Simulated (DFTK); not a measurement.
A run of DFTK 0.8.2 is set up as follows.

run.jl

```julia
using DFTK
using PseudoPotentialData
using Unitful, UnitfulAtomic
using LinearAlgebra, Printf
include("save.jl")
disable_threading()

lines = readlines("HfC.cif")
tag(name) = parse(Float64, split(only(filter(startswith(name), lines)))[2])
a, b, c = tag.(["_cell_length_a", "_cell_length_b", "_cell_length_c"])
α, β, γ = deg2rad.(tag.(["_cell_angle_alpha", "_cell_angle_beta", "_cell_angle_gamma"]))
cx, cy  = cos(β), (cos(α) - cos(β) * cos(γ)) / sin(γ)
lattice = austrip(1u"Å") * [a b*cos(γ) c*cx; 0 b*sin(γ) c*cy; 0 0 c*sqrt(1 - cx^2 - cy^2)]
sites     = split.(lines[findlast(startswith("_atom_site_"), lines)+1:end])
symbols   = [Symbol(s[2]) for s in sites]
positions = [parse.(Float64, s[5:7]) for s in sites]
pseudopotentials = PseudoFamily("cp2k.nc.sr.pbe.v0_1.largecore.gth")
elements = Dict(s => ElementPsp(s, pseudopotentials) for s in unique(symbols))
atoms    = [elements[s] for s in symbols]

build_model(lattice, positions; symmetries=true) =
    model_DFT(lattice, atoms, positions;
              functionals=r2SCAN(),
              temperature=austrip(0.05u"eV"),
              smearing=Smearing.FermiDirac(),
              symmetries)
Ecut  = 76.0  # hartree
kgrid = [7, 7, 7]
tol   = 1e-6
to_GPa = ustrip(uconvert(u"GPa", 1u"hartree/bohr^3"))

model = build_model(lattice, positions)
basis = PlaneWaveBasis(model; Ecut, kgrid)
display(basis)
scfres = self_consistent_field(basis;
                               tol,
                               nbandsalg=AdaptiveBands(model; n_bands_converge=13),
                               solver=ScfAndersonSolver())
display(scfres.energies)
@printf "Fermi level: %.6f eV\n" ustrip(auconvert(u"eV", something(scfres.εF, NaN)))
forces = compute_forces_cart(scfres)
println("Forces (eV/Å)")
for (s, f) in zip(symbols, forces)
    @printf "%-3s %12.6f %12.6f %12.6f\n" s ustrip.(auconvert.(u"eV/Å", f))...
end
stress = compute_stresses_cart(scfres)
println("Stress (GPa)")
display(round.(stress * to_GPa; digits=4))
println("Levels at the first k-point (eV): ", round.(ustrip.(auconvert.(u"eV", scfres.eigenvalues[1][1:scfres.n_bands_converge])); digits=4))
save_scf!(scfres; forces, stress)

points = Dict("G" => [0.0, 0.0, 0.0], "K" => [0.375, 0.375, 0.75], "L" => [0.5, 0.5, 0.5], "U" => [0.625, 0.25, 0.625], "W" => [0.5, 0.25, 0.75], "X" => [0.5, 0.0, 0.5])
segments = [("G", "X", 7), ("X", "W", 4), ("W", "K", 3), ("K", "G", 7), ("G", "L", 6), ("L", "U", 4), ("U", "W", 3), ("W", "L", 5), ("L", "K", 4), ("U", "X", 3)]
kcoords = vcat([[points[a] + t * (points[b] - points[a]) for t in range(0, 1, n)] for (a, b, n) in segments]...)
bands = compute_bands(scfres, ExplicitKpoints(kcoords); n_bands=15, tol=1e-5)
for (k, ε) in zip(bands.basis.kpoints, bands.eigenvalues)
    @printf "%d %8.4f %8.4f %8.4f " k.spin k.coordinate...
    println(join([@sprintf("%9.4f", e) for e in ustrip.(auconvert.(u"eV", ε .- scfres.εF))]))
end
results["band_energies"] = rows(bands.eigenvalues); results["band_kpoints"] = rows(kcoords)
```

Contents of HfC.cif:

```cif
data_HfC
_cell_length_a 3.28804653
_cell_length_b 3.28804653
_cell_length_c 3.28804653
_cell_angle_alpha 60.00000000
_cell_angle_beta 60.00000000
_cell_angle_gamma 60.00000000
_space_group_name_H-M_alt 'P1'
_space_group_name_Hall 'P 1'
_space_group_IT_number 1
loop_
_space_group_symop_operation_xyz
'x,y,z'
loop_
_atom_site_label
_atom_site_type_symbol
_atom_site_symmetry_multiplicity
_atom_site_Wyckoff_symbol
_atom_site_fract_x
_atom_site_fract_y
_atom_site_fract_z
_atom_site_occupancy
Hf1 Hf 1 a 0.5000000000 0.5000000000 0.5000000000 1
C1 C 1 a 0.0000000000 0.0000000000 0.0000000000 1
```

Potentials or basis: cp2k.nc.sr.pbe.v0_1.largecore.gth (PBE, GTH).

Command:

```sh
$ julia --threads=1 run.jl  # save.jl only writes the numbers to a file and isn't shown; printed stress counts tension as positive; times include loading and compiling
```

Estimate the pressure.

-1.8 GPa.

Estimate the band gap on the k mesh.

none (metal or under the smearing width).

Levels at the corners of the path, in eV from the Fermi level:
| point | band 5 | band 6 | band 7 | band 8 | band 9 | band 10 | band 11 | band 12 |
| --- | --- | --- | --- | --- | --- | --- | --- | --- |
| Γ | -12.94 | 1.09 | 1.09 | 1.09 | 1.88 | 1.88 | 1.88 | 3.81 |
| X | -11.08 | -2.64 | -1.42 | -0.05 | -0.05 | 5.77 | 7.44 | 7.44 |
| W | -10.35 | -2.97 | -2.66 | -2.66 | 4.16 | 4.16 | 7.45 | 7.74 |
| K | -10.43 | -3.45 | -2.73 | -1.61 | 1.97 | 6.44 | 6.84 | 8.85 |
| Γ | -12.94 | 1.09 | 1.09 | 1.09 | 1.88 | 1.88 | 1.88 | 3.81 |
| L | -9.26 | -6.15 | -2.95 | -2.95 | 5.98 | 5.98 | 6.49 | 6.93 |
| U | -10.43 | -3.45 | -2.73 | -1.61 | 1.97 | 6.44 | 6.84 | 8.85 |
| W | -10.35 | -2.97 | -2.66 | -2.66 | 4.16 | 4.16 | 7.45 | 7.74 |
| L | -9.26 | -6.15 | -2.95 | -2.95 | 5.98 | 5.98 | 6.49 | 6.93 |
| K | -10.43 | -3.45 | -2.73 | -1.61 | 1.97 | 6.44 | 6.84 | 8.85 |
| U | -10.43 | -3.45 | -2.73 | -1.61 | 1.97 | 6.44 | 6.84 | 8.85 |
| X | -11.08 | -2.64 | -1.42 | -0.05 | -0.05 | 5.77 | 7.44 | 7.44 |

Caveat: GTH potentials come without recommended cutoffs, and this one wasn't checked for convergence; the potentials were made for another functional, which shifts forces and pressure; spin-orbit coupling is left out, which moves the levels of the heavy elements.
